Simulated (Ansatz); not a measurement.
Ansatz input file:

```yaml
crystal:
  lattice:
    - [-1.5433597653, 1.5433597653, 3.8010286113]
    - [1.5433597653, -1.5433597653, 3.8010286113]
    - [1.5433597653, 1.5433597653, -3.8010286113]
  atoms:
    - { symbol: Si, position: [0.3342383302, 0.3342383302, 0.0] }
    - { symbol: Si, position: [0.6657616698, 0.6657616698, 0.0] }
    - { symbol: Mo, position: [0.0, 0.0, 0.0] }
basis:
  ecutwfc: 420
kpoints:
  mp_grid: { grid: [18, 18, 18] }
hamiltonian:
  xc: pbesol
scf:
  occupations: { method: gaussian, width: 0.1 }
output:
  forces: true
  stress: true
  eigenvalues: true
relax:
  adjacent_minimum: "off"
  f_tol: 0.01
  max_steps: 30
  cell: { stress_tol: 0.1, fix: [volume] }
```

Launched with
```bash
ansatz run input.yaml --threads 1 --pin off --max-ram 2560MiB --backend cpu --events-out ev --progress --plain --runs-dir out
```

Theory: Ansatz, DFT PBEsol, scalar-relativistic, plane waves, PAW.

Part of what the program printed, abridged:

```
Pseudopotentials: kind: paw
Pseudopotential: Si, paw, valence charge 4, recommended cutoff 420 eV (normal)
Pseudopotential: Mo, paw, valence charge 14, recommended cutoff 420 eV (normal)
Functional definition: PBEsol
Crystal: 3 atoms, lattice volume = 36.216 Å³
Basis set: ecut = 420 eV, 745 PW (Γ), FFT grids on a1+a3, a2+a3, a3, exchange–correlation on 48×48×60 points (8 copies of the dense FFT grid, shifted against one another)
Bands: 15, of which v1, the nominal top of the filled ones, is band 11 counted from 1 (10 counted from 0)
Symmetry: 16 space group operations
Space group: I4/mmm (ITA 139), of the structure as read, at distance tolerance 3.3e-5 Å
k-points: 480 of 5832
Initial density: superposition of atomic densities (neutral atoms: chi_scale 0, normalization atom), corrected by the library's trained network
Initial wavefunctions: pseudopotential atomic-orbital guess
Functional: x = pbesol(κ = 0.804, μ = 0.12345679), c = pbesol(β = 0.046)
SCF iter   1: F=—  HF=-6142.009222 eV  |F-HF|=—  |Δ(HF+E_count)|=         —  Δρ=5.59e-3  dr2=8.96e-3  ethr=1.77e-3  ⟨swp⟩=5.1  Hψ=41188  notcnv=0
SCF iter   2: F=—  HF=-6142.007405 eV  |F-HF|=—  |Δ(HF+E_count)|=   1.82e-3  Δρ=3.05e-3  dr2=2.77e-3  ethr=4.07e-5  ⟨swp⟩=1.0  Hψ=11067  notcnv=0
SCF iter   3: F=—  HF=-6142.006630 eV  |F-HF|=—  |Δ(HF+E_count)|=   7.75e-4  Δρ=4.18e-4  dr2=9.88e-5  ethr=1.26e-5  ⟨swp⟩=2.6  Hψ=11985  notcnv=0
SCF iter   4: F=—  HF=-6142.006606 eV  |F-HF|=—  |Δ(HF+E_count)|=   2.44e-5  Δρ=1.29e-4  dr2=4.23e-6  ethr=4.49e-7  ⟨swp⟩=2.5  Hψ=10680  notcnv=0
SCF iter   5: F=—  HF=-6142.006605 eV  |F-HF|=—  |Δ(HF+E_count)|=   1.08e-6  Δρ=1.95e-5  dr2=1.65e-7  ethr=1.92e-8  ⟨swp⟩=2.1  Hψ=10055  notcnv=0
SCF iter   6: F=-6142.006605 eV  HF=-6142.006605 eV  |F-HF|=1.71e-9  |Δ(HF+E_count)|=   2.77e-8  Δρ=3.44e-6  dr2=3.31e-9  ethr=4.55e-10  ⟨swp⟩=4.8  Hψ=28620  notcnv=0
SCF 1 converged in 6 iterations: F = -6142.006605 eV  dr2 = 3.31e-9
relax step   1: F+E_penalty+E_count = -6142.00660476 eV  Δ(F+E_penalty+E_count) = +0.000e0 eV  max|allowed force component| = 8.584e-2 eV/Å  Δτ_max = 0.0000 Å  P = +25.446 GPa  Ω = 36.216 Å³  fix = [volume]  reactions: volume +25.446 GPa (6 SCF iters, dr2 threshold 1.00e-7 eV, accepted)
Initial density: handed on by an earlier stage of this run
Initial wavefunctions: those handed on with the density
SCF iter   1: F=—  HF=-6142.007069 eV  |F-HF|=—  |Δ(HF+E_count)|=         —  Δρ=3.24e-4  dr2=2.42e-5  ethr=7.67e-8  ⟨swp⟩=2.8  Hψ=44791  notcnv=0
SCF iter   2: F=—  HF=-6142.007064 eV  |F-HF|=—  |Δ(HF+E_count)|=   5.10e-6  Δρ=1.75e-4  dr2=7.77e-6  ethr=7.67e-8  ⟨swp⟩=1.1  Hψ=7446  notcnv=0
SCF iter   3: F=-6142.007061 eV  HF=-6142.007061 eV  |F-HF|=1.21e-7  |Δ(HF+E_count)|=   3.21e-6  Δρ=2.27e-5  dr2=1.99e-7  ethr=1.36e-9  ⟨swp⟩=3.3  Hψ=32149  notcnv=0
SCF 2 converged in 3 iterations: F = -6142.007061 eV  dr2 = 1.99e-7
relax step   2: F+E_penalty+E_count = -6142.00706059 eV  Δ(F+E_penalty+E_count) = -4.558e-4 eV  max|allowed force component| = 2.788e-2 eV/Å  Δτ_max = 0.0023 Å  P = +25.325 GPa  Ω = 36.216 Å³  energy of the carried Pulay correction = +2.969e-18 eV  fix = [volume]  reactions: volume +25.325 GPa (3 SCF iters, dr2 threshold 3.00e-7 eV, accepted)
SCF iter   1: F=—  HF=-6142.007094 eV  |F-HF|=—  |Δ(HF+E_count)|=         —  Δρ=1.02e-4  dr2=8.48e-6  ethr=3.58e-8  ⟨swp⟩=2.2  Hψ=40671  notcnv=0
SCF iter   2: F=—  HF=-6142.007094 eV  |F-HF|=—  |Δ(HF+E_count)|=   5.66e-8  Δρ=5.11e-5  dr2=2.09e-6  ethr=3.58e-8  ⟨swp⟩=1.3  Hψ=7701  notcnv=0
SCF iter   3: F=—  HF=-6142.007094 eV  |F-HF|=—  |Δ(HF+E_count)|=   6.42e-7  Δρ=1.54e-5  dr2=2.21e-7  ethr=9.48e-9  ⟨swp⟩=2.5  Hψ=10303  notcnv=0
SCF iter   4: F=-6142.007094 eV  HF=-6142.007094 eV  |F-HF|=3.77e-10  |Δ(HF+E_count)|=   7.24e-8  Δρ=2.66e-6  dr2=1.38e-9  ethr=2.48e-10  ⟨swp⟩=4.2  Hψ=23145  notcnv=0
SCF 3 converged in 4 iterations: F = -6142.007094 eV  dr2 = 1.38e-9
relax step   3: F+E_penalty+E_count = -6142.00709361 eV  Δ(F+E_penalty+E_count) = -3.303e-5 eV  max|allowed force component| = 8.627e-3 eV/Å  Δτ_max = 0.0007 Å  P = +25.314 GPa  Ω = 36.216 Å³  fix = [volume]  reactions: volume +25.314 GPa (4 SCF iters, dr2 threshold 5.46e-8 eV, accepted)
Initial wavefunctions: pseudopotential atomic-orbital guess (no wavefunctions were taken with the density)
SCF iter   1: F=—  HF=-6142.007091 eV  |F-HF|=—  |Δ(HF+E_count)|=         —  Δρ=3.30e-6  dr2=1.51e-9  ethr=4.05e-8  ⟨swp⟩=3.1  Hψ=61190  notcnv=0
SCF iter   2: F=—  HF=-6142.007093 eV  |F-HF|=—  |Δ(HF+E_count)|=   2.17e-6  Δρ=1.86e-6  dr2=5.61e-10  ethr=6.85e-12  ⟨swp⟩=2.6  Hψ=12979  notcnv=0
SCF iter   3: F=-6142.007093 eV  HF=-6142.007093 eV  |F-HF|=1.91e-11  |Δ(HF+E_count)|=  3.91e-11  Δρ=3.61e-7  dr2=3.77e-11  ethr=1.00e-12  ⟨swp⟩=3.0  Hψ=26308  notcnv=0
SCF 4 converged in 3 iterations: F = -6142.007093 eV  dr2 = 3.77e-11
SCF converged after 3 iterations
Free energy (F): -6142.007093 eV
Harris-Foulkes:  -6142.007093 eV  (|F-HF|=1.91e-11)
Internal energy: -6142.005962 eV  (E = F + TS)
E sigma→0 (E₀):  -6142.006528 eV
Entropy (-TS):   -0.001131 eV (-0.377 meV/atom)
Fermi energy:    17.941041 eV
--- Per-component energies (eV) ---
  E_band       = -7.495376
  E_kinetic    = 541.995360
  E_local      = -1078.729685  (includes V_loc(G=0)·N_el)
  E_nonlocal   = 196.758723
  E_hartree    = 408.823001
  E_xc         = -300.711702
  E_vxc        = -333.896796  (∫ρ·V_xc dr)
  E_paw        = -4142.654975  (= ΣΔE_a)
  E_vpaw       = -151.268891  (= ΣTr[D̂ρ^β])
  E_aug_tail   = 0.000027  (compensation charges beyond the density's cutoff)
  E_ewald      = -1767.759133
  E_core_change = 0.272421  (= ΣΔE_core)
  E_smearing   = -0.001131  (= −TS)
--- Forces (eV/Å), atoms counted from 1 ---
  atom   1  Si     0.00000000     0.00000000    -0.00862604
  atom   2  Si     0.00000000     0.00000000     0.00862604
  atom   3  Mo     0.00000000     0.00000000     0.00000000
--- Stress (GPa, compression-positive) ---
       25.347059       0.000000       0.000000
        0.000000      25.347059       0.000000
        0.000000       0.000000      25.248613
  P = ⅓ Tr σ = 25.3142 GPa (253.142 kbar)
--- Band table (eV; the first three rows and the last of 480) ---
  k-point 0: bands = ["-42.5624", "-16.8407", "-16.6686", "-16.6686", "3.6649", "10.8754", "14.3332", "14.5877", "15.0288", "15.0288", "18.4236", "20.6728", "21.7970", "21.9130", "21.9130"]
  k-point 1: bands = ["-42.5605", "-16.8382", "-16.6806", "-16.6786", "3.7711", "10.9742", "14.0484", "14.3752", "14.7288", "15.5962", "18.0039", "20.9892", "21.4371", "21.7898", "21.9696"]
  k-point 2: bands = ["-42.5551", "-16.8312", "-16.7145", "-16.7074", "4.0840", "11.2513", "13.4361", "14.0262", "14.5027", "16.2228", "17.0137", "20.9611", "21.5808", "21.7343", "22.1081"]
  k-point 479: bands = ["-42.5612", "-16.8827", "-16.6712", "-16.6712", "5.7185", "7.2926", "13.7797", "15.3588", "17.2594", "17.2594", "17.5197", "17.5197", "18.5864", "22.9549", "23.9220"]
--- Relaxed structure (3 steps of the walk, 3 accepted, 1 SCFs on fresh bases) ---
  F+E_penalty+E_count = -6142.00709335 eV   max|allowed force component| = 8.626e-3 eV/Å   (the final SCF, on the basis selected at the relaxed cell)
  cell:  # Å, volume = 36.2156 Å³
    - [-1.54206738, 1.54206738, 3.80740241]
    - [1.54206738, -1.54206738, 3.80740241]
    - [1.54206738, 1.54206738, -3.80740241]
  atoms:
    - { symbol: Si, position: [0.33383350, 0.33383350, 0.0] }
    - { symbol: Si, position: [0.66616649, 0.66616649, 0.0] }
    - { symbol: Mo, position: [0.0, 0.0, 0.0] }
```

The relaxation met its thresholds.

Time: 55 s on 1 thread of Arm Neoverse V2, with other jobs on the host, peak memory 0.56 GiB.